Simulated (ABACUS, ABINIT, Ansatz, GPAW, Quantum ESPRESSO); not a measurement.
## The band gap of C, sorted by core time

Space group R-3m:H (No. 166). a = 2.466 Å, b = 2.466 Å, c = 24.848 Å, α = 90.00°, β = 90.00°, γ = 120.00°
```csv
atom,site,symmetry,x,y,z
C,6c,3m,0.3333,0.6667,0.7538
C,6c,3m,0.0000,0.0000,0.7539
```

```tsv
rung	level	program and potentials	cutoff (eV)	k mesh	smearing	task	core time	chip	band gap (eV)	notes
LDA	SVWN5	Ansatz, JTH PAW LDA	780	12 × 12 × 12	fermi-dirac 0.1	density of states	40 s	Arm Neoverse V1	0.19	-
GGA	PBEsol	Quantum ESPRESSO, GBRV 1.5 PBEsol	612	12 × 12 × 12	fermi-dirac 0.05	band structure	3.2 min	AMD EPYC 9R45 Zen 5	0.07	from the band path
LDA	LDA	Quantum ESPRESSO, GBRV 1.5 LDA	612	12 × 12 × 12	fermi-dirac 0.05	band structure	3.4 min	AMD EPYC 9R45 Zen 5	0.07	from the band path
LDA	LDA	GPAW, the program's PAW data sets (release 1.2.1) made for this functional	800	8 × 8 × 8	fermi-dirac 0.05	band structure	7.1 min	AMD EPYC 7R43 Zen 3	0.07	from the band path
LDA	LDA	ABINIT, JTH PAW LDA v2.0	517	12 × 12 × 12	fermi-dirac 0.05	band structure	9.1 min	Arm Neoverse V2	0.07	from the band path
GGA	PBEsol	ABACUS, PseudoDojo NC SR 0.4.1 PBEsol standard, plane waves	1116	12 × 12 × 12	fermi-dirac 0.05	single point	38 min	Intel Xeon Platinum 8488C Sapphire Rapids	0.19	-
meta-GGA	r2SCAN	GPAW, GPAW PAW data sets (gpaw-data 1.2.1)	800	8 × 8 × 8	fermi-dirac 0.05	band structure	47 min	AMD EPYC 7R43 Zen 3	0.08	potentials made for PBE; from the band path
```

Times are single runs on shared hosts and different chips, so they are rough; meshes, cutoffs and the tasks' sizes weigh on the time. All rows: no spin polarisation. Gaps are the least found on the k mesh or the band path, and a mesh can miss the band edges. Smearing widths are in eV. The cell comes from a database and isn't always the measured one. Meshes differ between rows, which moves values too. All levels ran on this one cell, unrelaxed unless noted. Meshes are those of the run's cell of 4 atoms unless a note names another. Runs on faulty files, with rough fits or with known faults for this quantity aren't shown. PBE isn't shown for this crystal. No row holds spin-orbit coupling.

By rung: LDA 0.07 to 0.19; GGA 0.07 to 0.19; meta-GGA 0.08 (eV).
